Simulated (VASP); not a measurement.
# H6C2O in VASP: a series of runs, part 2 of 2

VASP 6.6.1.

**3. Single point, r2SCAN+D3(BJ)**

Input file POSCAR:

```
H6C2O
1.0
    7.5290720000      0.0000000000      0.0000000000
    0.0000000000      7.5290720000      0.0000000000
    0.0000000000      0.0000000000      7.5290720000
C O H
8 4 24
Direct
    0.3716303000      0.0157255000      0.8306115000
    0.5312342000      0.1374859000      0.8254358000
    0.8559453000      0.2176066000      0.2881857000
    0.7798989000      0.1970708000      0.4729045000
    1.0757688000      0.6367223000      0.5111196000
    0.9083514000      0.7472088000      0.5016334000
    0.1979690000      0.5004096000      0.1186521000
    0.0159145000      0.5826260000      0.0980983000
    0.4668623000      0.3123549000      0.7909188000
    0.9212651000      0.1397367000      0.5853443000
    0.7618967000      0.6270247000      0.5062312000
   -0.0706482000      0.4916511000     -0.0438340000
    0.5686279000      0.3915674000      0.7873611000
    0.6025720000      0.1323033000      0.9527212000
    0.6239334000      0.0944597000      0.7211614000
    0.4123934000     -0.1211786000      0.8567459000
    0.2802912000      0.0580264000      0.9349877000
    0.3016272000      0.0202277000      0.7037025000
    0.8735560000      0.1261809000      0.7044392000
    0.7248052000      0.3241789000      0.5190099000
    0.6711600000      0.0996414000      0.4719622000
    0.7534925000      0.2615797000      0.1951418000
    0.9631551000      0.3152365000      0.2892148000
    0.9095735000      0.0909653000      0.2422229000
    0.6536431000      0.6969401000      0.5001881000
    0.9030763000      0.8402436000      0.6140354000
    0.9071708000      0.8262581000      0.3788843000
    1.1935113000      0.7216638000      0.5081179000
    1.0771920000      0.5591818000      0.6336432000
    1.0812816000      0.5452129000      0.3987710000
   -0.1878546000      0.5436664000     -0.0579967000
   -0.0595781000      0.5693230000      0.2223618000
    0.0281225000      0.7251757000      0.0689769000
    0.2714773000      0.5647739000      0.2260817000
    0.1855124000      0.3590931000      0.1486699000
    0.2731090000      0.5147609000     -0.0045331000
```

Input file INCAR.step1:

```
PREC     = Accurate       # precision mode
ENCUT    = 520            # plane-wave cutoff, eV
ISMEAR   = -1             # smearing method
SIGMA    = 0.05           # smearing width, eV
LREAL    = Auto         
LASPH    = True           # aspherical terms in the spheres
NELM     = 100            # most SCF steps
NBANDS   = 64             # bands
GGA      = PE             # functional
ALGO     = Normal         # electronic algorithm
EDIFF    = 1E-4           # SCF threshold, eV
LWAVE    = True           # write WAVECAR
LCHARG   = False          # write CHGCAR
```

Input file INCAR.step2:

```
PREC     = Accurate       # precision mode
ENCUT    = 520            # plane-wave cutoff, eV
EDIFF    = 1E-6           # SCF threshold, eV
ISMEAR   = -1             # smearing method
SIGMA    = 0.05           # smearing width, eV
LREAL    = Auto         
LASPH    = True           # aspherical terms in the spheres
NELM     = 100            # most SCF steps
ALGO     = Normal         # electronic algorithm
ISIF     = 2              # what is computed and relaxed
LWAVE    = False          # write WAVECAR
LCHARG   = True           # write CHGCAR
METAGGA  = R2SCAN         # meta-GGA
LMIXTAU  = True         
IVDW     = 12             # dispersion correction
VDW_S6   = 1.0          
VDW_S8   = 0.78981345   
VDW_A1   = 0.49484001   
VDW_A2   = 5.73083694   
LELF     = True           # ELF
LVHAR    = True         
NBANDS   = 64             # bands
ISTART   = 1
```

Input file KPOINTS:

```
Automatic mesh
0
Gamma
  1 1 1
```

Potentials or basis: VASP PAW PBE potentials, release 64 (C, O, H).

On the command line:

```bash
$ cat potpaw_PBE.64/C/POTCAR potpaw_PBE.64/O/POTCAR potpaw_PBE.64/H/POTCAR > POTCAR
$ cp INCAR.step1 INCAR
$ mpirun -np 1 vasp_gam > vasp.out
$ cp INCAR.step2 INCAR
$ mpirun -np 1 vasp_gam > vasp.out
```

OUTCAR:

```text
PREC = Accurate
   ENCUT = 520
   EDIFF = 1E-6
   ISMEAR = -1
   LREAL = Auto
   LASPH = True
   NELM = 100
   ISIF = 2
   METAGGA = R2SCAN
   IVDW = 12
   ISTART = 1
 IVDW          = 12

 ion  position               nearest neighbor table
   1  0.372  0.016  0.831-  17 1.09  18 1.09  16 1.09   2 1.51
   2  0.531  0.137  0.825-  14 1.10  15 1.10   9 1.43   1 1.51
   3  0.856  0.218  0.288-  24 1.09  23 1.09  22 1.09   4 1.51
   4  0.780  0.197  0.473-  20 1.10  21 1.10  10 1.43   3 1.51
   5  0.076  0.637  0.511-  30 1.09  29 1.09  28 1.09   6 1.51
   6  0.908  0.747  0.502-  26 1.10  27 1.10  11 1.43   5 1.51
   7  0.198  0.500  0.119-  36 1.09  35 1.09  34 1.09   8 1.51
   8  0.016  0.583  0.098-  33 1.10  32 1.10  12 1.43   7 1.51
   9  0.467  0.312  0.791-  13 0.97   2 1.43
  10  0.921  0.140  0.585-  19 0.97   4 1.43
  11  0.762  0.627  0.506-  25 0.97   6 1.43
  12  0.929  0.492  0.956-  31 0.97   8 1.43
  13  0.569  0.392  0.787-   9 0.97
  14  0.603  0.132  0.953-   2 1.10
  15  0.624  0.094  0.721-   2 1.10
  16  0.412  0.879  0.857-   1 1.09
  17  0.280  0.058  0.935-   1 1.09
[... 17 lines left out ...]
  35  0.186  0.359  0.149-   7 1.09
  36  0.273  0.515  0.995-   7 1.09

  LATTYP: Found a simple cubic cell.
 ALAT       =     7.5290720000

  Lattice vectors:

 A1 = (   7.5290720000,   0.0000000000,   0.0000000000)
 A2 = (   0.0000000000,   7.5290720000,   0.0000000000)
 A3 = (   0.0000000000,   0.0000000000,   7.5290720000)

Analysis of symmetry for initial positions (statically):
=====================================================================
 Subroutine PRICEL returns:
 Original cell was already a primitive cell.

 Routine SETGRP: Setting up the symmetry group for a
 simple cubic supercell.

 Subroutine GETGRP returns: Found  1 space group operations
 (whereof  1 operations were pure point group operations)
 out of a pool of 48 trial point group operations.

The static configuration has the point symmetry C_1 .

Analysis of symmetry for dynamics (positions and initial velocities):
=====================================================================
 Subroutine PRICEL returns:
 Original cell was already a primitive cell.

 Routine SETGRP: Setting up the symmetry group for a
 simple cubic supercell.

 Subroutine GETGRP returns: Found  1 space group operations
 (whereof  1 operations were pure point group operations)
 out of a pool of 48 trial point group operations.

The dynamic configuration has the point symmetry C_1 .

 Subroutine INISYM returns: Found  1 space group operations
 (whereof  1 operations are pure point group operations),
 and found     1 'primitive' translations

----------------------------------------------------------------------------------------

                                     Primitive cell

  volume of cell :     426.7999

  direct lattice vectors                    reciprocal lattice vectors
     7.529072000  0.000000000  0.000000000     0.132818493  0.000000000  0.000000000
     0.000000000  7.529072000  0.000000000     0.000000000  0.132818493  0.000000000
     0.000000000  0.000000000  7.529072000     0.000000000  0.000000000  0.132818493
[... 101 lines left out ...]

 Subroutine IBZKPT returns following result:
 ===========================================

 Found      1 irreducible k-points:

 Following reciprocal coordinates:
            Coordinates               Weight
  0.000000  0.000000  0.000000      1.000000
   k-points           NKPTS =      1   k-points in BZ     NKDIM =      1   number of bands    NBANDS=     64
   number of dos      NEDOS =    301   number of ions     NIONS =     36
   total plane-waves  NPLWV = 175616
   dimension x,y,z NGX =    56 NGY =   56 NGZ =   56
   dimension x,y,z NGXF=   112 NGYF=  112 NGZF=  112
   ions per type =               8   4  24
   NGX,Y,Z   is equivalent  to a cutoff of  12.37, 12.37, 12.37 a.u.
   NGXF,Y,Z  is equivalent  to a cutoff of  24.73, 24.73, 24.73 a.u.
 SYSTEM =  unknown system
   PREC   = accura    normal or accurate (medium, high low for compatibility)
   ISTART =      1    job   : 0-new  1-cont  2-samecut
   ICHARG =      0    charge: 1-file 2-atom 10-const
   ISPIN  =      1    spin polarized calculation?
   LNONCOLLINEAR =      F non collinear calculations
   LSORBIT =      F    spin-orbit coupling
   LASPH  =      T    aspherical Exc in radial PAW
   ENCUT  =  520.0 eV  38.22 Ry    6.18 a.u.  14.00 14.00 14.00*2*pi/ulx,y,z
   NELM   =    100;   NELMIN=  2; NELMDL=  0     # of ELM steps
   EDIFF  = 0.1E-05   stopping-criterion for ELM
   LREAL  =      T    real-space projection
   EDIFFG = 0.1E-04   stopping-criterion for IOM
   NSW    =      0    number of steps for IOM
   IBRION =     -1    ionic relax: 0-MD 1-quasi-New 2-CG
   NFREE  =      0    steps in history (QN), initial steepest desc. (CG)
   ISIF   =      2    stress and relaxation
   ISYM   =      2    0-nonsym 1-usesym 2-fastsym
   POTIM  = 0.5000    time-step for ionic-motion
   TEBEG  =    0.0;   TEEND  =   0.0 temperature during run
   PSTRESS=    0.0 pullay stress
   NELECT =      80.0000    total number of electrons
   NUPDOWN=      -1.0000    fix difference up-down
   EMIN   =  10.00;   EMAX   =-10.00  energy-range for DOS
   EFERMI =   0.00;   METHOD = LEGACY
   ISMEAR =    -1;   SIGMA  =   0.05  broadening in eV -4-tet -1-fermi 0-gaus
   EFERMI_NEDOS =   21; number of points for ismear=-14 and -15
   IALGO  =     38    algorithm
   IMIX   =      4    mixing-type and parameters
     AMIX     =   0.40;   BMIX     =  1.00
     AMIX_MAG =   1.60;   BMIX_MAG =  1.00
  volume/ion in A,a.u.               =      11.86        80.01
  Fermi-wavevector in a.u.,A,eV,Ry     =   0.936907  1.770498 11.943135  0.877796
  Thomas-Fermi vector in A             =   2.063965
   LORBIT       =      0    0 simple, 1 ext, 2 COOP (PROOUT), +10 PAW based schemes
   METAGGA = R2SCAN    functional components
   LHFCALC =     F    Hartree Fock is set to
   AEXX    =    0.0000 exact exchange contribution
   IVDW    =    12    specifies the selected vdW correction
   LEPSILON=     F    determine dielectric tensor
   LRPA    =     F    only Hartree local field effects (RPA)
 non-spin polarized calculation
  energy-cutoff  :      520.00
  volume of cell :      426.80
 maximum number of plane-waves:      5730
 NGX is ok and might be reduce to    54
   NGX = 27   NGY = 27   NGZ = 27

 number of electron      79.9999997 magnetization

 Free energy of the ion-electron system (eV)
  ---------------------------------------------------
  ext. energy  EPLUGINS =         0.00000000
  ---------------------------------------------------
  free energy    TOTEN  =      -198.21712571 eV

  energy without entropy =     -198.21712571  energy(sigma->0) =     -198.21712571

 E-fermi :  -2.0938     XC(G=0):  -6.1233

 val. band max:       -3.3904346678   @ k =   0.0000   0.0000   0.0000
 cond. band min:       1.4219117196   @ k =   0.0000   0.0000   0.0000
 fundamental gap:      4.8123463873
 Fermi energy:        -2.0938127615

 k-point     1 :       0.0000    0.0000    0.0000
  band No.  band energies     occupation
      1     -24.2169      2.00000
      2     -24.1850      2.00000
      3     -24.1268      2.00000
      4     -23.9028      2.00000
      5     -16.9385      2.00000
      6     -16.8973      2.00000
[... 44 lines left out ...]
     51       5.3322      0.00000
     52       5.5935      0.00000
 [bands above 52 left out]

------------------------ aborting loop because EDIFF is reached ----------------------------------------

 Edisp (eV)   -0.58118

 E8    (eV) :    -0.0908

  FORCE on cell =-STRESS in cart. coord.  units (eV):
  Direction    XX          YY          ZZ          XY          YZ          ZX
  --------------------------------------------------------------------------------------
  -------------------------------------------------------------------------------------
  Total      -0.39889     1.18747     2.03955     0.86710     0.04887    -0.14405
  in kB      -1.49740     4.45767     7.65633     3.25505     0.18347    -0.54074
  external pressure =        3.54 kB  Pullay stress =        0.00 kB

 VOLUME and BASIS-vectors are now :
 -----------------------------------------------------------------------------
  energy-cutoff  :      520.00
  volume of cell :      426.80
      direct lattice vectors                 reciprocal lattice vectors
     7.529072000  0.000000000  0.000000000     0.132818493  0.000000000  0.000000000
     0.000000000  7.529072000  0.000000000     0.000000000  0.132818493  0.000000000
     0.000000000  0.000000000  7.529072000     0.000000000  0.000000000  0.132818493

 POSITION                                       TOTAL-FORCE (eV/Angst)
 -----------------------------------------------------------------------------------
      2.79803      0.11840      6.25373         0.034520     -0.090073     -0.041330
      3.99970      1.03514      6.21477        -0.118877     -0.238376      0.206184
      6.44447      1.63838      2.16977        -0.122937     -0.003943      0.144684
      5.87191      1.48376      3.56053        -0.089206      0.275529     -0.382370
      0.57047      4.79393      3.84826        -0.035705     -0.093468      0.238532
      6.83904      5.62579      3.77683         0.570845      0.098918      0.303004
[... 28 lines left out ...]
      1.39674      2.70364      1.11935         0.114341      0.001708     -0.044425
      2.05626      3.87567      7.49494        -0.023019     -0.123796      0.001724
 -----------------------------------------------------------------------------------
    total drift:                               -0.010861     -0.017758     -0.015582

  FREE ENERGIE OF THE ION-ELECTRON SYSTEM (eV)
  ---------------------------------------------------
  free  energy   TOTEN  =      -198.7983026724 eV

  energy  without entropy=     -198.7983026724  energy(sigma->0) =     -198.79830267
```

Wall time 5.6 min (1 thread of AMD EPYC, shared host); peak memory 0.42 GiB.

Results:

| Property | Result |
| --- | --- |
| Free energy | -198.7983 eV |
| Pressure | 0.4 GPa |
| Largest force | 0.805 eV/Å |
| Band gap on the k mesh | 4.81 eV, direct |
| Dispersion energy per atom | -0.016 eV |

Forces on the atoms (eV/Å):
```
C    0.035 -0.090 -0.041
C   -0.119 -0.238  0.206
C   -0.123 -0.004  0.145
C   -0.089  0.276 -0.382
C   -0.036 -0.093  0.239
C    0.571  0.099  0.303
C    0.185  0.250 -0.252
C    0.212  0.057  0.154
O    0.523  0.287 -0.020
O   -0.003  0.096  0.492
O   -0.787  0.170 -0.010
O   -0.538  0.148 -0.294
H   -0.243 -0.160 -0.126
H   -0.007  0.068  0.035
H   -0.242  0.016  0.146
H   -0.034  0.025  0.016
H   -0.019 -0.014 -0.020
H   -0.059  0.015  0.020
H    0.320  0.209 -0.210
H    0.123 -0.225 -0.076
H    0.008 -0.111 -0.112
H    0.092  0.028  0.055
H   -0.207 -0.247  0.048
H    0.024  0.024 -0.089
H    0.297 -0.269 -0.015
H   -0.044 -0.178 -0.206
H   -0.126 -0.008  0.122
H   -0.070  0.010 -0.014
H   -0.013 -0.011  0.048
H    0.075  0.140  0.651
H    0.349 -0.111 -0.009
H   -0.150  0.026 -0.476
H   -0.001  0.022 -0.086
H    0.005 -0.082 -0.198
H    0.114  0.002 -0.044
H   -0.023 -0.124  0.002
```

Levels at points of the mesh, in eV from the valence-band top:
```
           k point  band 36  band 37  band 38  band 39  band 40  band 41  band 42  band 43  band 44  band 45
(0.00, 0.00, 0.00)    -1.81    -0.59    -0.55    -0.43     0.00     4.81     6.17     6.37     6.75     7.18
```

Caveat: the PAW data sets were made with another functional, which shifts forces and pressure a little.

**4. Single point, r2SCAN+D3(BJ)**

Input file POSCAR:

```
H6C2O
1.0
    7.5290720000      0.0000000000      0.0000000000
    0.0000000000      7.5290720000      0.0000000000
    0.0000000000      0.0000000000      7.5290720000
C O H
8 4 24
Direct
    0.3164799062      0.0483857772      0.8255599096
    0.4990522072      0.1290995756      0.8472757333
    0.8911058362      0.1453698411      0.3018433082
    0.8429325686      0.2083656525      0.4850664199
    1.0386273368      0.6400656017      0.5354976018
    0.8604247642      0.7247506731      0.5552078663
    0.2091625635      0.5082034014      0.0558767402
    0.0223267887      0.5721687879      0.0324342761
    0.5044579199      0.2991603746      0.7638524376
    0.9888868110      0.1865302922      0.5923571989
    0.7393474256      0.6408890764      0.6718092216
   -0.0460348898      0.4611590911     -0.1033195060
    0.6255352585      0.3213277812      0.7524566109
    0.5381141261      0.1451573315      0.9894180850
    0.5981879307      0.0335233877      0.7882511948
    0.3120968959     -0.0796379687      0.8979194249
    0.2164675806      0.1393000359      0.8835484639
    0.3015245438      0.0022844781      0.6822753189
    0.9651521462      0.2852542783      0.6810268251
    0.7750091910      0.3401215980      0.4956254901
    0.7326002461      0.1224984965      0.5353780652
    0.7811055599      0.1587579452      0.2068382398
    1.0075743730      0.2214748378      0.2523285738
    0.9361711510      0.0072784534      0.3062661640
    0.6211256845      0.6681699949      0.6401984202
    0.8849563399      0.8593090888      0.6142855321
    0.7936170620      0.7490166119      0.4288576335
    1.1252515582      0.7464664968      0.4769512099
    1.0925516451      0.6404507753      0.6657792620
    1.0356389207      0.5088276483      0.4895955305
   -0.1457018873      0.5371711148     -0.1331505397
   -0.0642841508      0.5562969779      0.1517584106
    0.0393009922      0.7013879001     -0.0122724288
    0.2891458602      0.5725406796      0.1632472103
    0.2250742190      0.3658086946      0.0664623741
    0.2725435485      0.5352718104     -0.0753346495
```

Changes to INCAR.step1 since step 3:

```diff
@@ -5,3 +5,3 @@
 LREAL    = Auto         
-LASPH    = True           # aspherical terms in the spheres
+LASPH    = T              # aspherical terms in the spheres
 NELM     = 100            # most SCF steps
@@ -11,3 +11,3 @@
 EDIFF    = 1E-4           # SCF threshold, eV
-LWAVE    = True           # write WAVECAR
-LCHARG   = False          # write CHGCAR
+LWAVE    = T              # write WAVECAR
+LCHARG   = F              # write CHGCAR
```

Input file INCAR.step2:

```
PREC     = Accurate       # precision mode
ENCUT    = 520            # plane-wave cutoff, eV
EDIFF    = 1E-6           # SCF threshold, eV
ISMEAR   = -1             # smearing method
SIGMA    = 0.05           # smearing width, eV
LREAL    = Auto         
LASPH    = T              # aspherical terms in the spheres
NELM     = 100            # most SCF steps
ALGO     = Normal         # electronic algorithm
ISIF     = 2              # what is computed and relaxed
LWAVE    = F              # write WAVECAR
LCHARG   = F              # write CHGCAR
METAGGA  = R2SCAN         # meta-GGA
LMIXTAU  = T            
IVDW     = 12             # dispersion correction
VDW_S6   = 1.0          
VDW_S8   = 0.78981345   
VDW_A1   = 0.49484001   
VDW_A2   = 5.73083694   
NBANDS   = 64             # bands
ISTART   = 1
```

Input file KPOINTS:

```
regular mesh
0
Gamma
  1 1 1
```

On the command line:

```bash
$ cat potpaw_PBE.64/C/POTCAR potpaw_PBE.64/O/POTCAR potpaw_PBE.64/H/POTCAR > POTCAR
$ cp INCAR.step1 INCAR
$ mpirun -np 1 vasp_gam > vasp.out
$ cp INCAR.step2 INCAR
$ mpirun -np 1 vasp_gam > vasp.out
```

It took 5.4 min on 1 thread of AMD EPYC, shared host; peak memory 0.43 GiB.

It converged, with:

```yaml
Free_energy: -198.3751 eV
Pressure: 0.7 GPa
Largest_force: 3.522 eV/Å
Band_gap_on_the_k_mesh: 5.10 eV, direct
Dispersion_energy_per_atom: -0.016 eV
```

Forces on the atoms (eV/Å):
```
C    0.278 -0.980 -0.408
C    0.469 -0.830  0.473
C    0.438  0.676 -0.774
C   -2.708 -1.062 -0.899
C    0.058  2.430  0.805
C   -0.210  2.487 -0.172
C    1.729  0.458 -0.165
C    0.938 -2.790  1.875
O   -1.509 -0.710  0.037
O    0.432  2.397  2.544
O    0.634 -1.435  0.884
O   -1.176  0.586 -0.205
H    1.901  0.897 -0.333
H   -0.316 -0.139 -0.388
H   -0.331  0.704  0.191
H    0.020  0.442  0.168
H    0.018 -0.512 -0.867
H   -0.488  1.135  1.180
H    1.349 -1.581 -0.392
H    0.911 -0.110 -0.507
H    0.155 -0.060 -0.239
H    0.215 -0.076  0.134
H   -0.541 -0.145  0.071
H   -0.196 -0.009  0.058
H   -0.899  0.234 -0.245
H   -0.006 -0.363 -0.499
H    0.013 -0.175 -0.280
H   -0.510 -1.219 -0.639
H    0.480 -0.550  1.143
H    0.417 -1.221 -1.116
H   -0.577 -0.721 -1.166
H    0.484  0.466 -0.317
H   -0.581  2.298 -0.491
H   -0.601 -0.220 -0.590
H   -0.371 -0.340  0.428
H    0.084  0.035  0.700
```

Stress tensor (GPa, compression positive):
```
 1.66  0.56  1.86
 0.56 -0.50 -1.70
 1.86 -1.70  0.92
```

Levels at points of the mesh, in eV from the valence-band top:
```tsv
k point	band 36	band 37	band 38	band 39	band 40	band 41	band 42	band 43	band 44	band 45
(0.00, 0.00, 0.00)	-1.92	-0.81	-0.53	-0.33	0.00	5.10	6.60	6.82	7.03	7.16
```

Caveat: the PAW data sets were made with another functional, which shifts forces and pressure a little.
